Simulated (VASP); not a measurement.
WS2: single point with PBE

WS2:

```
CELL_PARAMETERS angstrom
-2.18592 2.18592 3.19240
2.18592 -2.18592 3.19240
2.18592 2.18592 -3.19240
ATOMIC_POSITIONS crystal
W 0.00000 0.00000 0.00000
S 0.75000 0.25000 0.50000
S 0.50000 0.50000 0.00000
```

The cell was built by a generator and needn't be a form met in nature.

```
Program                : VASP 6.6.1
Task                   : single point
Functional             : PBE
Potentials or basis    : VASP PAW PBE potentials, release 64 (W_sv, S)
Cutoff                 : 520 eV
k mesh                 : 9 × 9 × 9
Occupations            : fermi-dirac, width 0.05 eV
Spin                   : no spin polarisation
Further INCAR settings : ALGO = Normal; EDIFF = 1e-07; NBANDS = 20
```

```json
{
  "Pressure": "-18.0 GPa",
  "Band gap on the k mesh": "none (metal or under the smearing width)"
}
```

Stress tensor (GPa, compression positive):
```
-18.40   0.00   0.00
  0.00 -18.40   0.00
  0.00   0.00 -17.32
```

Levels at points of the mesh, in eV from the Fermi level:
```tsv
k point	band 10	band 11	band 12	band 13	band 14	band 15	band 16	band 17
(0.00, 0.00, 0.00)	-2.90	-2.90	-2.79	-1.24	-1.17	0.50	2.22	2.27
```

It took 82 s on 1 thread of Intel(R) Xeon(R) Platinum 8488C (Sapphire Rapids), with other jobs on the host, peak memory 0.25 GiB.

Caveat: so large a pressure means that the cell lies far from this level's equilibrium, or that cutoff or potentials fall short. Spin-orbit coupling is left out, which matters for the levels of W.
